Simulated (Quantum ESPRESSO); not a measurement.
## Nb: equation of state with rev-vdW-DF2

**The experiment to reproduce.**

From “Pressure effects on the electronic structure and superconductivity of (TaNb)0.67(HfZrTi)0.33 high entropy alloy”, 2019, arxiv:1910.08312, for a bulk crystal of Nb: bulk modulus 169 GPa.

Crystal: Nb.

```
CELL_PARAMETERS angstrom
-1.66395 1.66395 1.66395
1.66395 -1.66395 1.66395
1.66395 1.66395 -1.66395
ATOMIC_POSITIONS crystal
Nb 0.00000 0.00000 0.00000
```

```json
{"Program": "Quantum ESPRESSO 7.5", "Task": "equation of state", "Functional": "rev-vdW-DF2", "Potentials or basis": "PseudoDojo 0.4.1 SR PBE standard", "Cutoff": "1116 eV", "Density cutoff": "4463 eV", "k mesh": "11 × 11 × 11", "Occupations": "fermi-dirac, width 0.05 eV", "Spin": "no spin polarisation"}
```

The equilibrium volume is 17.89 Å³/atom and the bulk modulus is 173 GPa. The pressure derivative of the bulk modulus is 3.2.

Energy against volume, from the lowest point:
```tsv
volume (Å³/atom)	energy (meV/atom)
17.322	9.25
17.691	0.33
18.060	0.00
18.428	7.57
18.797	22.38
19.165	43.82
19.534	71.32
```

All runs of the series together: 7.2 min on 1 thread of Arm Neoverse V2, on a shared host.

Measured bulk modulus of Nb: 169 GPa (quoted in “Pressure effects on the electronic structure and superconductivity of (TaNb)0.67(HfZrTi)0.33 high entropy alloy”, 2019, arxiv:1910.08312). This calculation gives 173 GPa (+2.5 %). The fit is for a static lattice scaled at fixed shape and fixed fractional positions.

Caveat: the potentials were made for another functional, which shifts forces and pressure.
